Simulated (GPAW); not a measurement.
The system is Co.

```
Co
1.0
     2.47200    0.00000    0.00000
    -1.23600    2.14081    0.00000
     0.00000    0.00000    4.02114
Co
2
Direct
  0.66667 0.33333 0.75000
  0.33333 0.66667 0.25000
```

Base run:

| Quantity | Value |
| --- | --- |
| Program | GPAW 26.7.0 |
| Functional | PBEsol |
| Potentials or basis | PAW data sets generated in the run's folder for this functional |
| Cutoff | 600 eV |
| Basis | pw |
| k mesh | 10 × 10 × 6 |
| Occupations | fermi-dirac, width 0.05 eV |
| Spin | collinear spin, ferromagnetic start |
| Starting moments | [2.0, 2.0] μB |
| Hubbard terms | Co d U = 3 eV |

Its results: pressure -0.5 GPa; net moment 3.60 μB per cell; site moments Co +1.96 μB.

Problem. The run is repeated on the same cell with these changes: hubbard terms from Co d U = 3 eV to Co d U = 8 eV. What comes out?

Solution. Pressure 25.1 GPa; net moment 4.29 μB per cell; site moments Co +2.35 μB.

Caveats: the U is typed as a test and isn't derived for this compound.
